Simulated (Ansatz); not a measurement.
**TePb under changes of volume**

One of the cells (33.730 Å³/atom); the others are scaled copies at fixed shape and fractional positions:

```
Pb Te
1.0
     0.00000    3.23100    3.23100
     3.23100    0.00000    3.23100
     3.23100    3.23100    0.00000
Pb Te
1 1
Direct
  0.00000 0.00000 0.00000
  0.50000 0.50000 0.50000
```

- Program: Ansatz 0.2.0
- Functional: r2SCAN
- Dispersion: D4
- Potentials or basis: Ansatz PAW
- Cutoff: 500 eV (not typed: the program's choice for these potentials)
- k mesh: 7 × 7 × 7
- Occupations: fermi-dirac, width 0.05 eV
- Spin: no spin polarisation

| volume (Å³/atom) | energy over the lowest point (meV/atom) | pressure (GPa) |
| --- | --- | --- |
| 31.706 | ? | ? |
| 32.380 | 18.36 | 3.0 |
| 33.055 | 7.95 | 1.9 |
| 33.730 | 2.00 | 0.9 |
| 34.404 | 0.00 | 0.0 |
| 35.079 | 1.35 | -0.6 |
| 35.753 | 4.89 | -1.0 |

What does the run at 31.706 Å³/atom give?

Energy over the lowest point 33.75 meV/atom; pressure 4.3 GPa.

Worked out: A Birch-Murnaghan fit of order 3 (a polynomial in V^(-2/3)) to the other rows has its minimum at 34.47 Å³/atom with B0 = V·E''(V) = 37 GPa (rough, since the energies scatter). It gives 34.54 meV/atom at 31.706 Å³/atom, against the run's 33.75, and -dE/dV = 4.6 GPa, against 4.3.

Energies are extrapolated to zero smearing.

Caveats: the PAW data sets come from PBE, with cores solved anew for the run's functional, which leaves a small shift of forces and pressure.
